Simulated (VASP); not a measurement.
A run of VASP 6.6.1 is set up as follows.

The input INCAR:

```
SYSTEM = Li2Se
  PREC = Accurate
  ENCUT = 520
  EDIFF = 1E-7
  ISMEAR = -1
  SIGMA = 0.05
  LREAL = .False.
  LASPH = .True.
  NELM = 80
  ALGO = Normal
  ISIF = 2
  LWAVE = .False.
  LCHARG = .False.
  GGA = PE
  NBANDS = 13
```

File KPOINTS:

```
regular mesh
0
Gamma
  8 8 8
  0 0 0
```

Contents of POSCAR:

```
Li2Se
1.0
    0.0000000000      3.0025000000      3.0025000000
    3.0025000000      0.0000000000      3.0025000000
    3.0025000000      3.0025000000      0.0000000000
Se Li
1 2
Direct
   -0.0024310000     -0.0091970000      0.0037410000
    0.7522210000      0.7546680000      0.7480550000
    0.2524520000      0.2424120000      0.2613360000
```

Potentials or basis: VASP PAW PBE potentials, release 64 (Se, Li_sv).

Launch:

```bash
$ cat potpaw_PBE.64/Se/POTCAR potpaw_PBE.64/Li_sv/POTCAR > POTCAR
$ mpirun -np 1 vasp_std > vasp.out
```

Problem. Predict the largest force.

Solution. 0.153 eV/Å.

Problem. Estimate the band gap on the k mesh.

Solution. 2.93 eV, indirect (least direct gap 3.35 eV).

Forces in eV/Å, atoms in the order of the input:
```
Se   0.080  0.060  0.116
Li  -0.037  0.024 -0.114
Li  -0.043 -0.085 -0.002
```

 A k mesh can miss the band edges.
